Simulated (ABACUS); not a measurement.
# GaP (F-43m) in ABACUS: settings compared, part 3 of 3

ABACUS 3.10.1. The steps go on from the part before.

**5. Relaxation of cell and atoms, WC**

Input file run_abacus.py:

```python
"""ABACUS run from a structure file: ASE reads it, the script writes STRU, KPT and INPUT."""
import re
import subprocess
import spglib
from ase import Atoms
from ase.io import read
from ase.units import Bohr

atoms = read("GaP.cif")
cell, frac, numbers = spglib.standardize_cell((atoms.cell[:], atoms.get_scaled_positions(), atoms.numbers), to_primitive=True, symprec=1e-4)
atoms = Atoms(numbers=numbers, cell=cell, scaled_positions=frac, pbc=True)  # the primitive cell
atoms = atoms[(-atoms.numbers).argsort(kind="stable")]  # ABACUS lists atoms element by element
pseudo = {'Ga': 'Ga.upf', 'P': 'P.upf'}
orbital = {}
magmoms = None
kmesh = [6, 6, 6]
params = {
    'suffix': 'GaP',
    'calculation': 'cell-relax',
    'basis_type': 'pw',
    'pseudo_dir': './',
    'symmetry': 1,
    'dft_functional': 'wc',
    'ecutwfc': 114,
    'pseudo_rcut': 10,
    'nspin': 1,
    'nbands': 17,
    'ks_solver': 'dav',
    'smearing_method': 'fd',
    'smearing_sigma': 0.00367493,
    'scf_thr': 1e-08,
    'scf_nmax': 100,
    'mixing_type': 'broyden',
    'mixing_beta': 0.7,
    'cal_force': 1,
    'cal_stress': 1,
    'relax_nmax': 60,
    'force_thr_ev': 0.005,
    'relax_method': 'cg',
    'out_stru': 1,
    'stress_thr': 1,
    'kpar': 4,
}

symbols = atoms.get_chemical_symbols()
elements = list(dict.fromkeys(symbols))
lines = ["ATOMIC_SPECIES"] + [f"{e} {atoms.get_masses()[symbols.index(e)]:.4f} {pseudo[e]}" for e in elements]
if orbital:
    lines += ["", "NUMERICAL_ORBITAL"] + [orbital[e] for e in elements]
lines += ["", "LATTICE_CONSTANT", f"{1 / Bohr:.10f}", "", "LATTICE_VECTORS"]
lines += [" ".join(f"{x:.10f}" for x in v) for v in atoms.cell]
lines += ["", "ATOMIC_POSITIONS", "Direct"]
for e in elements:
    lines += ["", e, "0.0", str(symbols.count(e))]
    for i, p in enumerate(atoms.get_scaled_positions(wrap=False)):
        if symbols[i] == e:
            mag = "" if magmoms is None else " mag " + " ".join(str(x) for x in (magmoms[i] if isinstance(magmoms[i], list) else [magmoms[i]]))
            lines.append(" ".join(f"{x:.10f}" for x in p) + " 1 1 1" + mag)
open("STRU", "w").write("\n".join(lines) + "\n")
open("KPT", "w").write("K_POINTS\n0\nGamma\n%d %d %d 0 0 0\n" % tuple(kmesh))
open("INPUT", "w").write("INPUT_PARAMETERS\n" + "".join(f"{k:<20s}{v}\n" for k, v in params.items()))

done = subprocess.run(['mpirun', '-np', '4', 'abacus'])
if done.returncode:
    raise SystemExit(done.returncode)
log = open("OUT.GaP/running_cell-relax.log").read()
print("final energy (eV):", re.findall(r"FINAL_ETOT_IS (\S+)", log))
```

Input file GaP.cif:

```cif
data_GaP
_cell_length_a 5.45050000
_cell_length_b 5.45050000
_cell_length_c 5.45050000
_cell_angle_alpha 90.00000000
_cell_angle_beta 90.00000000
_cell_angle_gamma 90.00000000
_space_group_name_H-M_alt 'F-43m'
_space_group_name_Hall 'F -4 2 3'
_space_group_IT_number 216
loop_
_space_group_symop_operation_xyz
'x,y,z'
'y,-x,-z'
'-x,-y,z'
'-y,x,-z'
'x,-y,-z'
'y,x,z'
'-x,y,-z'
'-y,-x,z'
'z,x,y'
'-z,y,-x'
'z,-x,-y'
'-z,-y,x'
'-z,x,-y'
'z,y,x'
'-z,-x,y'
'z,-y,-x'
'y,z,x'
'-x,-z,y'
'-y,z,-x'
'x,-z,-y'
'-y,-z,x'
'x,z,y'
'y,-z,-x'
'-x,z,-y'
'x,y+1/2,z+1/2'
'y,-x+1/2,-z+1/2'
'-x,-y+1/2,z+1/2'
'-y,x+1/2,-z+1/2'
'x,-y+1/2,-z+1/2'
'y,x+1/2,z+1/2'
'-x,y+1/2,-z+1/2'
'-y,-x+1/2,z+1/2'
'z,x+1/2,y+1/2'
'-z,y+1/2,-x+1/2'
'z,-x+1/2,-y+1/2'
'-z,-y+1/2,x+1/2'
'-z,x+1/2,-y+1/2'
'z,y+1/2,x+1/2'
'-z,-x+1/2,y+1/2'
'z,-y+1/2,-x+1/2'
'y,z+1/2,x+1/2'
'-x,-z+1/2,y+1/2'
'-y,z+1/2,-x+1/2'
'x,-z+1/2,-y+1/2'
'-y,-z+1/2,x+1/2'
'x,z+1/2,y+1/2'
'y,-z+1/2,-x+1/2'
'-x,z+1/2,-y+1/2'
'x+1/2,y,z+1/2'
'y+1/2,-x,-z+1/2'
'-x+1/2,-y,z+1/2'
'-y+1/2,x,-z+1/2'
'x+1/2,-y,-z+1/2'
'y+1/2,x,z+1/2'
'-x+1/2,y,-z+1/2'
'-y+1/2,-x,z+1/2'
'z+1/2,x,y+1/2'
'-z+1/2,y,-x+1/2'
'z+1/2,-x,-y+1/2'
'-z+1/2,-y,x+1/2'
'-z+1/2,x,-y+1/2'
'z+1/2,y,x+1/2'
'-z+1/2,-x,y+1/2'
'z+1/2,-y,-x+1/2'
'y+1/2,z,x+1/2'
'-x+1/2,-z,y+1/2'
'-y+1/2,z,-x+1/2'
'x+1/2,-z,-y+1/2'
'-y+1/2,-z,x+1/2'
'x+1/2,z,y+1/2'
'y+1/2,-z,-x+1/2'
'-x+1/2,z,-y+1/2'
'x+1/2,y+1/2,z'
'y+1/2,-x+1/2,-z'
'-x+1/2,-y+1/2,z'
'-y+1/2,x+1/2,-z'
'x+1/2,-y+1/2,-z'
'y+1/2,x+1/2,z'
'-x+1/2,y+1/2,-z'
'-y+1/2,-x+1/2,z'
'z+1/2,x+1/2,y'
'-z+1/2,y+1/2,-x'
'z+1/2,-x+1/2,-y'
'-z+1/2,-y+1/2,x'
'-z+1/2,x+1/2,-y'
'z+1/2,y+1/2,x'
'-z+1/2,-x+1/2,y'
'z+1/2,-y+1/2,-x'
'y+1/2,z+1/2,x'
'-x+1/2,-z+1/2,y'
'-y+1/2,z+1/2,-x'
'x+1/2,-z+1/2,-y'
'-y+1/2,-z+1/2,x'
'x+1/2,z+1/2,y'
'y+1/2,-z+1/2,-x'
'-x+1/2,z+1/2,-y'
loop_
_atom_site_label
_atom_site_type_symbol
_atom_site_symmetry_multiplicity
_atom_site_Wyckoff_symbol
_atom_site_fract_x
_atom_site_fract_y
_atom_site_fract_z
_atom_site_occupancy
Ga1 Ga 4 a 0.0000000000 0.0000000000 0.0000000000 1
P1 P 4 c 0.2500000000 0.2500000000 0.2500000000 1
```

Command:

```
> OMP_NUM_THREADS=1 python run_abacus.py > log
```

Wall time 17 s (4 MPI ranks of Intel Xeon Platinum 8488C (Sapphire Rapids), shared host); peak memory 0.48 GiB.

It converged, with:

```yaml
Free_energy: -6943.0221 eV
Relaxed_volume: 20.16 Å³/atom
Relaxed_cell: a = 3.849 Å, b = 3.849 Å, c = 3.849 Å, α = 60.00°, β = 60.00°, γ = 60.00°
Space_group_after_relaxing_to_0.05_Å: F-43m (No. 216)
Energy_gained_by_relaxing: 0.1 meV/atom
Ionic_steps: 3
Pressure_after_relaxing: 0.0 GPa
Band_gap_on_the_k_mesh: 1.48 eV, indirect (least direct gap 1.71 eV)
```

Step by step:
| step | energy change (eV) | largest force (eV/Å) | pressure (GPa) | volume (Å³) |
| --- | --- | --- | --- | --- |
| 1 | 0.0000 | 0.0000 | -0.35 | 40.48 |
| 2 | -0.0001 | 0.0000 | 0.23 | 40.21 |
| 3 | -0.0002 | 0.0000 | 0.00 | 40.31 |

Final structure:
```cif
data_structure
_symmetry_space_group_name_H-M 'P 1'
_symmetry_Int_Tables_number 1
_cell_length_a 3.8488
_cell_length_b 3.8488
_cell_length_c 3.8488
_cell_angle_alpha 60.000
_cell_angle_beta 60.000
_cell_angle_gamma 60.000
_cell_volume 40.31
loop_
_atom_site_label
_atom_site_type_symbol
_atom_site_fract_x
_atom_site_fract_y
_atom_site_fract_z
_atom_site_occupancy
Ga1 Ga 0.00000 0.00000 0.00000 1
P1 P 0.25000 0.25000 0.25000 1
```

Levels at points of the mesh, in eV from the valence-band top:
| k point | band 9 | band 10 | band 11 | band 12 | band 13 | band 14 | band 15 |
| --- | --- | --- | --- | --- | --- | --- | --- |
| (0.00, 0.00, 0.00) | -14.42 | -12.58 | 0.00 | 0.00 | 0.00 | 1.71 | 3.80 |
| (0.50, 0.50, 0.50) | -14.41 | -10.47 | -6.75 | -1.14 | -1.14 | 1.55 | 4.63 |
| (0.50, 0.50, 0.00) | -14.40 | -9.55 | -6.87 | -2.74 | -2.74 | 1.48 | 1.68 |

Caveat: the potentials were made for another functional, which shifts forces and pressure.

**6. Summary**

```csv
task,level,potentials or basis,cell,k mesh,cutoff (eV),SCF threshold on the density,eigensolver,max steps of the relaxation,force threshold,optimiser,gap on the mesh (eV),pressure (GPa),relaxed volume (Å³/atom)
single point,BLYP,"SPMS ONCV 1.0 PBE, DZP LCAO (the cutoffs set its grid)",as given,7 × 7 × 7,1361,1e-07,genelpa,-,-,-,1.73,7.6,-
relaxation of cell and atoms,BLYP,"SPMS ONCV 1.0 PBE, DZP LCAO (the cutoffs set its grid)",relaxed,7 × 7 × 7,1361,1e-07,genelpa,60,0.02 eV/Å,cg,-,0.0,22.21
single point,WC,"PseudoDojo NC SR 0.5 PBE stringent, plane waves",as given,6 × 6 × 6,1551,1e-08,dav,-,-,-,1.49,-0.4,-
relaxation of cell and atoms,WC,"PseudoDojo NC SR 0.5 PBE stringent, plane waves",relaxed,6 × 6 × 6,1551,1e-08,dav,60,0.005 eV/Å,cg,1.48,0.0,20.16
```

Alike in all rows: no spin polarisation; smearing fermi-dirac 0.05 eV.

Caveats: the potentials were made for another functional, which shifts forces and pressure; the atomic orbitals were generated for these runs and aren't a published set (some runs); the basis of atomic orbitals isn't converged, which shifts pressures, moduli and gaps (some runs); an odd mesh through Γ misses points on the zone boundary, where band edges often lie (some runs).

Total energies depend on the potentials used, so only differences within one code and one set of settings carry meaning.

**7. Against experiment**

Step 2. The gap isn't set beside the deposited one, since this odd mesh misses points on the zone boundary.

Step 4. Against the measured gap of GaP, 2.34 eV (indirect; 10 K; quoted in “Stacking defects in GaP nanowires: Electronic structure and optical properties”, 2018, arxiv:1810.01194), the calculated 1.49 eV is off by -0.85 eV. Spin-orbit coupling on Ga is left out. The value is that of WC on a finite k mesh, which can miss the band edges, without temperature or zero-point motion. Semilocal functionals fall short of measured gaps as a rule.
